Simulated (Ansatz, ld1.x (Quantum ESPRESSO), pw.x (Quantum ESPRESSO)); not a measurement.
# What a changed setting does to a pw.x run (fcc Mg)

Potential: norm-conserving Troullier–Martins (Kleinman–Bylander form), ld1.x (Quantum ESPRESSO) 7.5, PBE; core [Ne], reference 3s2 3p0; waves: 3p (bound, empty): rc 2.20 bohr; 3d channel at 0.05 Ry: rc 2.28 bohr; 3s (bound): rc 2.16 bohr; local part: the s channel; core correction: none.

The reference run (k-mesh 13³, cutoffs 35/140 Ry, Fermi–Dirac 0.01 Ry, mixing_beta 0.4, conv_thr 1e-9, no spin) gives -0.42 GPa at 23.198 Å³/atom, where all-electron LAPW gives -0.07 GPa. This run, with its own iteration cap, changes conv_thr to 1e-06.

```
&control
  calculation='scf', prefix='x', pseudo_dir='./', outdir='./tmp', tstress=.true., disk_io='none'
/
&system
  ibrav=0, nat=1, ntyp=1, ecutwfc=35, ecutrho=140, nbnd=8,
  occupations='smearing', smearing='fd', degauss=0.01
/
&electrons
  conv_thr=1e-06, mixing_beta=0.4, electron_maxstep=50
/
ATOMIC_SPECIES
Mg 1.0 Mg.UPF
CELL_PARAMETERS angstrom
  0.00000000 2.26363734 2.26363734
  2.26363734 0.00000000 2.26363734
  2.26363734 2.26363734 0.00000000
ATOMIC_POSITIONS crystal
Mg 0.0000 0.0000 0.0000
K_POINTS automatic
13 13 13 0 0 0
```

```bash
pw.x < Mg.scf.in > Mg.scf.out
```

How does the run end?

It converges in 5 iterations; the free energy moves by +0.0 meV/atom and the pressure by +0.00 GPa. The result is that of the reference run.

```
Message from routine setup:
     using ibrav=0 with symmetry is DISCOURAGED, use correct ibrav instead
     lattice parameter (alat)  =       6.0495  a.u.
     unit-cell volume          =     156.5479 (a.u.)^3
     number of electrons       =         2.00
     number of Kohn-Sham states=            8
     kinetic-energy cutoff     =      35.0000  Ry
     charge density cutoff     =     140.0000  Ry
     scf convergence threshold =      1.0E-06
     Exchange-correlation= PBE
     number of k points=    84  Fermi-Dirac smearing, width (Ry)=  0.0100
     iteration #  1     ecut=    35.00 Ry     beta= 0.40
     total energy              =      -1.76673017 Ry
     estimated scf accuracy    <       0.00444750 Ry
     iteration #  2     ecut=    35.00 Ry     beta= 0.40
     total energy              =      -1.76743274 Ry
     estimated scf accuracy    <       0.00163937 Ry
     iteration #  3     ecut=    35.00 Ry     beta= 0.40
     total energy              =      -1.76751387 Ry
     estimated scf accuracy    <       0.00000240 Ry
     iteration #  4     ecut=    35.00 Ry     beta= 0.40
     total energy              =      -1.76751933 Ry
     estimated scf accuracy    <       0.00000250 Ry
     iteration #  5     ecut=    35.00 Ry     beta= 0.40
     the Fermi energy is     3.5761 ev
!    total energy              =      -1.76751950 Ry
     estimated scf accuracy    <          3.5E-09 Ry
     smearing contrib. (-TS)   =      -0.00200050 Ry
     The total energy is F=E-TS. E is the sum of the following terms:
     one-electron contribution =       1.23018515 Ry
     hartree contribution      =       0.00536085 Ry
     xc contribution           =      -0.85743135 Ry
     ewald contribution        =      -2.14363365 Ry
     convergence has been achieved in   5 iterations
          total   stress  (Ry/bohr**3)                   (kbar)     P=       -4.16
     Message from routine punch:
     Nothing written, as per user request (disk_io='none')
```

The run took about 4.2 s on one core of a shared host (Neoverse-V1, 32 threads, 247 GiB, load 20).
